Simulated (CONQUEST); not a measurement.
SnTe:

```
Te Sn
1.0
     4.45597    0.00000    0.00000
     0.00000    4.45597    0.00000
     0.00000    0.00000    6.30170
Te Sn
2 2
Direct
  0.00000 0.00000 0.50000
  0.50000 0.50000 0.00000
  0.00000 0.00000 0.00000
  0.50000 0.50000 0.50000
```

```yaml
Program: CONQUEST 1.3
Task: single point
Functional: PBE
Potentials_or_basis: PseudoDojo NC PBE, SZ, grid cutoff 120 Ha
k_mesh: 6 × 6 × 4
Occupations: fermi-dirac, width 0.05 eV
Spin: no spin polarisation
```

On this cell: pressure 7.7 GPa; largest force zero by symmetry; band gap on the k mesh none (metal or under the smearing width).

The same run follows on a disturbed copy (atoms moved at random, drawn with an rms of 0.05 Å):

```
Te Sn
1.0
     4.45597    0.00000    0.00000
     0.00000    4.45597    0.00000
     0.00000    0.00000    6.30170
Te Sn
2 2
Direct
  0.00817 0.00814 0.50228
  0.50818 0.50814 0.00228
  0.49335 0.50671 0.49688
  0.99335 0.00671 0.99688
```

What changes?

The energy (extrapolated to zero smearing) moves by +1.3 meV/atom; pressure 7.8 GPa; largest force 0.111 eV/Å; band gap on the k mesh 0.10 eV.

Forces on the atoms (eV/Å):
```
Te  -0.084  0.001 -0.055
Te  -0.084  0.001 -0.055
Sn   0.092  0.007  0.061
Sn   0.092  0.007  0.061
```

The forces don't sum to zero, so they hold noise of the program's grid.

Caveats: the atomic basis is small; the basis of atomic orbitals isn't converged, which shifts pressures, moduli and gaps; the real-space grid breaks the cell's symmetry a little (some runs); spin-orbit coupling is left out, which moves the levels of the heavy elements (some runs).

A k mesh can miss the band edges.
